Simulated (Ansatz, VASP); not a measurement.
# Se in VASP and in Ansatz

```
Se
1.0
     1.88859    1.09038    1.54190
    -1.88859    1.09038    1.54190
     0.00000   -2.18076    1.54190
Se
1
Direct
  0.00000 0.00000 0.00000
```

Alike in both runs: functional PBE; k mesh 16 × 16 × 16; occupations gaussian, width 0.05 eV; no spin polarisation.

Ansatz relaxed the structure, and its values are those at the end. VASP's run is a single point on that final structure, the one shown.

```csv
,VASP,Ansatz
version,VASP 6.6.1,Ansatz 0.2.0
potentials or method,"VASP PAW PBE potentials, release 64 (Se)","scalar-relativistic, plane waves, PAW"
plane-wave cutoff (eV),520,420
valence electrons in the cell,6,16
```

|  | VASP | Ansatz | Ansatz less VASP |
| --- | --- | --- | --- |
| gap on the k mesh at the Fermi level (eV) | none | none | - |
| pressure (GPa) | 18.1 | 18.0 | -0.14 |

A gap of «none» marks a metal or a gap that the smearing closes. The two sets of potentials don't hold the same shells in valence.

Caveats: so large a pressure means that the cell lies far from this level's equilibrium, or that cutoff or potentials fall short (VASP).
